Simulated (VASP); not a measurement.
# ZnS (Wurtzite-2H) (P6_3mc) in VASP: further runs, part 2 of 2

VASP 6.6.1. Earlier steps stand in the parts before.

## 4. Relaxation of cell and atoms, PBE

File INCAR:

```
  PREC = Accurate
  ENCUT = 600
  EDIFF = 1E-6
  ISMEAR = 0
  SIGMA = 0.03
  LREAL = False
  LASPH = True
  NELM = 80
  ALGO = Normal
  ISIF = 3
  LWAVE = False
  LCHARG = False
  GGA = PE
  IBRION = 2
  NSW = 90
  EDIFFG = -0.01
```

File KPOINTS:

```
regular mesh
0
Gamma
  9 9 5
```

File POSCAR:

```
ZnS
1.0
    3.8110000000      0.0000000000      0.0000000000
   -1.9055000000      3.3004228138      0.0000000000
    0.0000000000      0.0000000000      6.2340000000
Zn S
2 2
Direct
    0.3333333333      0.6666666667      0.0000000000
    0.6666666667      0.3333333333      0.5000000000
    0.3333333333      0.6666666667      0.3850000000
    0.6666666667      0.3333333333      0.8850000000
```

Potentials or basis: VASP PAW PBE potentials, release 64 (Zn, S).

Started as:

```
cat potpaw_PBE.64/Zn/POTCAR potpaw_PBE.64/S/POTCAR > POTCAR
mpirun -np 1 vasp_std > vasp.out
```

OUTCAR:

```text
PREC = Accurate
   ENCUT = 600
   EDIFF = 1E-6
   ISMEAR = 0
   LREAL = False
   LASPH = True
   NELM = 80
   ISIF = 3
   GGA = PE
   IBRION = 2
   NSW = 90
   EDIFFG = -0.01

 ion  position               nearest neighbor table
   1  0.333  0.667  0.000-   4 2.31   4 2.31   4 2.31   3 2.40
   2  0.667  0.333  0.500-   3 2.31   3 2.31   3 2.31   4 2.40
   3  0.333  0.667  0.385-   2 2.31   2 2.31   2 2.31   1 2.40
   4  0.667  0.333  0.885-   1 2.31   1 2.31   1 2.31   2 2.40

  LATTYP: Found a hexagonal cell.
 ALAT       =     3.8110000000
 C/A-ratio  =     1.6357911309

  Lattice vectors:

 A1 = (   3.8110000000,   0.0000000000,   0.0000000000)
 A2 = (  -1.9055000000,   3.3004228138,   0.0000000000)
 A3 = (   0.0000000000,   0.0000000000,   6.2340000000)

Analysis of symmetry for initial positions (statically):
=====================================================================
 Subroutine PRICEL returns:
 Original cell was already a primitive cell.

 Routine SETGRP: Setting up the symmetry group for a
 hexagonal supercell.

 Subroutine GETGRP returns: Found 12 space group operations
 (whereof  6 operations were pure point group operations)
 out of a pool of 24 trial point group operations.

The static configuration has the point symmetry C_3v.
 The point group associated with its full space group is C_6v.

Analysis of symmetry for dynamics (positions and initial velocities):
=====================================================================
 Subroutine PRICEL returns:
 Original cell was already a primitive cell.

 Routine SETGRP: Setting up the symmetry group for a
 hexagonal supercell.

 Subroutine GETGRP returns: Found 12 space group operations
 (whereof  6 operations were pure point group operations)
 out of a pool of 24 trial point group operations.

[... 145 lines left out ...]

 number of electron      36.0000045 magnetization

 Free energy of the ion-electron system (eV)
  ---------------------------------------------------
  ext. energy  EPLUGINS =         0.00000000
  ---------------------------------------------------
  free energy    TOTEN  =       -13.65415294 eV

  energy without entropy =      -13.65415294  energy(sigma->0) =      -13.65415294

------------------------ aborting loop because EDIFF is reached ----------------------------------------

  FORCE on cell =-STRESS in cart. coord.  units (eV):
  Direction    XX          YY          ZZ          XY          YZ          ZX
  --------------------------------------------------------------------------------------
  -------------------------------------------------------------------------------------
  Total        1.5545164      1.5545164      0.5460201      0.0000000      0.0000000      0.0000000
  in kB       31.7636612     31.7636612     11.1569080      0.0000000      0.0000000      0.0000000
  external PRESSURE =      24.8947435 kB  Pullay stress =       0.0000000 kB
[... 95 lines left out ...]
  FREE ENERGIE OF THE ION-ELECTRON SYSTEM (eV)
  ---------------------------------------------------
  free  energy   TOTEN  =       -13.6870280819 eV

  energy  without entropy=      -13.6870280819  energy(sigma->0) =      -13.68702808

[... ionic steps 4 to 9 ...]

--------------------------------------- Ionic step       10  -------------------------------------------

 number of electron      36.0000017 magnetization

------------------------ aborting loop because EDIFF is reached ----------------------------------------
[... 71 lines left out ...]
--------------------------------------- Ionic step       12  -------------------------------------------

 number of electron      36.0000017 magnetization

 Free energy of the ion-electron system (eV)
  ---------------------------------------------------
  ext. energy  EPLUGINS =         0.00000000
  ---------------------------------------------------
  free energy    TOTEN  =       -13.69331284 eV

  energy without entropy =      -13.69331284  energy(sigma->0) =      -13.69331284

 E-fermi :   2.0608     XC(G=0):  -9.5070

 val. band max:        1.8957459415   @ k =   0.0000   0.0000   0.0000
 cond. band min:       3.9690275941   @ k =   0.0000   0.0000   0.0000
 fundamental gap:      2.0732816526
 Fermi energy:         2.0607955211

 k-point     1 :       0.0000    0.0000    0.0000
  band No.  band energies     occupation
      1     -11.0982      2.00000
      2     -10.2134      2.00000
      3      -4.3524      2.00000
      4      -4.3416      2.00000
      5      -4.3416      2.00000
      6      -4.2641      2.00000
[... 589 lines left out ...]
     21       7.2202      0.00000
     22       9.4089      0.00000

 [... further k-points ...]

------------------------ aborting loop because EDIFF is reached ----------------------------------------

  FORCE on cell =-STRESS in cart. coord.  units (eV):
  Direction    XX          YY          ZZ          XY          YZ          ZX
  --------------------------------------------------------------------------------------
  -------------------------------------------------------------------------------------
  Total        0.0053789      0.0053789     -0.0148088      0.0000000      0.0000000      0.0000000
  in kB        0.1065282      0.1065282     -0.2932850      0.0000000      0.0000000      0.0000000
  external PRESSURE =      -0.0267429 kB  Pullay stress =       0.0000000 kB
[... 19 lines left out ...]
  FREE ENERGIE OF THE ION-ELECTRON SYSTEM (eV)
  ---------------------------------------------------
  free  energy   TOTEN  =       -13.6933128435 eV

  energy  without entropy=      -13.6933128435  energy(sigma->0) =      -13.69331284

 reached required accuracy - stopping structural energy minimisation
```

OSZICAR:

```text
N       E                     dE             d eps       ncg     rms          rms(c)
DAV:   1     0.249138907098E+03    0.24914E+03   -0.19183E+04  1584   0.218E+03
[... 103 lines left out ...]
       N       E                     dE             d eps       ncg     rms          rms(c)
DAV:   1    -0.136940169993E+02   -0.73574E-03   -0.12249E-02  1836   0.195E+00    0.205E-01
DAV:   2    -0.136933971995E+02    0.61980E-03   -0.29972E-03  1806   0.128E+00    0.792E-02
DAV:   3    -0.136933326995E+02    0.64500E-04   -0.17225E-04  1676   0.905E-02    0.377E-02
DAV:   4    -0.136933144680E+02    0.18231E-04   -0.12764E-05  1788   0.254E-02    0.189E-02
DAV:   5    -0.136933124077E+02    0.20604E-05   -0.12736E-06  1036   0.390E-02    0.255E-03
DAV:   6    -0.136933128435E+02   -0.43581E-06   -0.37093E-06  1482   0.198E-02
  12 F= -.13693313E+02 E0= -.13693313E+02  d E =-.445022E-04
```

Run time: 3.9 min. Hardware: 1 thread of Intel Xeon Platinum 8559C (Emerald Rapids), shared host; peak memory 0.24 GiB.

Results:

- Free energy: -13.6933 eV
- Relaxed volume: 20.22 Å³/atom
- Relaxed cell: a = 3.847 Å, b = 3.847 Å, c = 6.310 Å, α = 90.00°, β = 90.00°, γ = 120.00°
- Space group after relaxing (to 0.05 Å): P6_3mc (No. 186)
- Energy gained by relaxing: 9.8 meV/atom
- Ionic steps: 12
- Pressure after relaxing: 0.0 GPa
- Largest force after relaxing: 0.005 eV/Å
- Band gap on the k mesh: 2.07 eV, direct

Forces in eV/Å, atoms in the order of the input:
```
Zn   0.000  0.000  0.005
Zn   0.000  0.000  0.005
S    0.000  0.000 -0.005
S    0.000  0.000 -0.005
```

The path:
```csv
step,energy change (eV),largest force (eV/Å),pressure (GPa),volume (Å³)
1,0.0000,0.3225,2.49,78.41
2,-0.0315,0.0914,-0.84,81.91
3,-0.0329,0.1293,-0.26,81.29
4,-0.0329,0.1256,-0.32,81.35
5,-0.0361,0.0684,-0.12,81.10
6,-0.0375,0.0137,-0.01,80.87
7,-0.0356,0.1086,0.48,80.42
8,-0.0377,0.0089,0.07,80.78
9,-0.0391,0.0049,0.12,80.78
10,-0.0391,0.0078,0.12,80.78
11,-0.0391,0.0017,-0.08,81.01
12,-0.0392,0.0050,0.00,80.90
```

Final structure:
```
CELL_PARAMETERS angstrom
3.84746 0.00000 0.00000
-1.92373 3.33200 0.00000
0.00000 0.00000 6.31048
ATOMIC_POSITIONS crystal
Zn 0.33333 0.66667 0.00518
Zn 0.66667 0.33333 0.50518
S 0.33333 0.66667 0.37982
S 0.66667 0.33333 0.87982
```

PBE usually gives volumes a little too large and moduli too small. Zero-point motion and thermal expansion aren't in these numbers.

## 5. Overview

```csv
level,k mesh,cutoff (eV),grid for exact exchange (PRECFOCK),screening parameter,gap on the mesh (eV),pressure (GPa),relaxed volume (Å³/atom),largest force (eV/Å)
PBEsol,9 × 9 × 5,600,-,-,2.15,-0.1,19.28,-
HSE06,6 × 6 × 3,520,Fast,0.2 1/A,3.35,0.0,19.98,0.01
PBE,9 × 9 × 5,600,-,-,2.07,0.0,20.22,0.01
```

Alike in all rows: task relaxation of cell and atoms; potentials or basis VASP PAW PBE potentials, release 64 (Zn, S); no spin polarisation; cell relaxed; smearing gaussian 0.03 eV.

Caveats: the PAW data sets were made with another functional, which shifts forces and pressure a little (some runs).

Total energies depend on the potentials used, so only differences within one code and one set of settings carry meaning.
